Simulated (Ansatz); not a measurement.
## Dielectric response of Al2O3 (0001) films: cost of one run

Ansatz 0.2.0; plane-wave DFT, PBE, Ansatz PAW. The cell holds 40 atoms.

input.yaml

```yaml
crystal:
  lattice:
    - [4.759000002, 0.0, 0.0]
    - [-2.379500001, 4.1214148983, 0.0]
    - [0.0, 0.0, 34.83504]
  atoms:
    - { symbol: Al, position: [0.6666666667, 0.3333333333, 0.275263636] }
    - { symbol: O, position: [0.3065949739, -0.0169755972, 0.2791454928] }
    - { symbol: O, position: [0.0169755972, 0.3235705711, 0.2791454928] }
[... 31 atom lines left out ...]
    - { symbol: Al, position: [0.3333333333, 0.6666666667, 0.6874761735] }
    - { symbol: Al, position: [0.0, 0.0, 0.6950553102] }
    - { symbol: O, position: [0.0267383615, 0.6836422649, 0.7208545073] }
    - { symbol: O, position: [0.3163577351, 0.3430960966, 0.7208545073] }
    - { symbol: O, position: [0.6569039034, 0.9732616385, 0.7208545073] }
    - { symbol: Al, position: [0.6666666667, 0.3333333333, 0.7247363638] }
kpoints:
  mp_grid: { grid: [6, 6, 1] }
hamiltonian:
  xc: pbe
scf:
  occupations: { method: fixed }
  convergence: { dr2_threshold: 1.0e-10 }
efield:
  axis: 3
  dipole_correction: true
  ramp_position: 0.97
  ramp_width: 0.06
  amplitude: 0.05
output:
  write_potential: true
  write_density: true
  volumetric_format: npy
```

On the command line:

```console
$ ansatz run input.yaml --threads 4 --pin off --max-ram 16384MiB --backend cpu --events-out ev --progress --plain --runs-dir out
```

The cutoff in use is 420 eV. For reference, a run of the same kind (15 atoms, 8 k-points, 51 bands and 9,111 plane waves; 12 SCF cycles) took 6.6 s and 0.82 GiB on the same hardware.

**Question.** How long does this run take on 4 threads of Arm Neoverse V2, shared host, and how much memory does it need?

A cutoff of 420 eV is a sphere of radius 10.5 Å⁻¹, so a cell of 683 Å³ holds about V·G³/6π² = 13,353 plane waves. At two electrons a band, the 192 electrons need 96 bands, and 40 more are carried. Symmetry cuts the 6×6×1 mesh from 36 to 8 points. The run has 8 k-points, 136 bands and 13,251 plane waves. Taking the work of a cycle as k-points × spins × bands × plane waves, that is 3.9 times the reference, or 26 s at the reference's 12 cycles. The run needed 13 SCF cycles, which makes it about 28 s. One copy of the wavefunctions takes 0.21 GiB at 16 bytes a coefficient, against 0.055 GiB in the reference; grids, projectors and work arrays come on top. Measured: about 36 s, with a peak of 2.2 GiB. The run took longer than the estimate, which leaves out the steps that grow as the square of the band count.

[Logs are printed without paths, hosts, clocks, repeated set-up lines and the standing remarks that a program may print on its own settings, such as how far it seeks lower states.]

[Hosts, paths, dates, database ids (printed as entryN), source tags and the programs' standing remarks are cut or masked in the printed files.]

[Maps of the electrostatic potential energy from Ansatz leave out the sawtooth potential of an applied field or a dipole correction, so their vacuum need not be flat; planar profiles and work functions include it.]
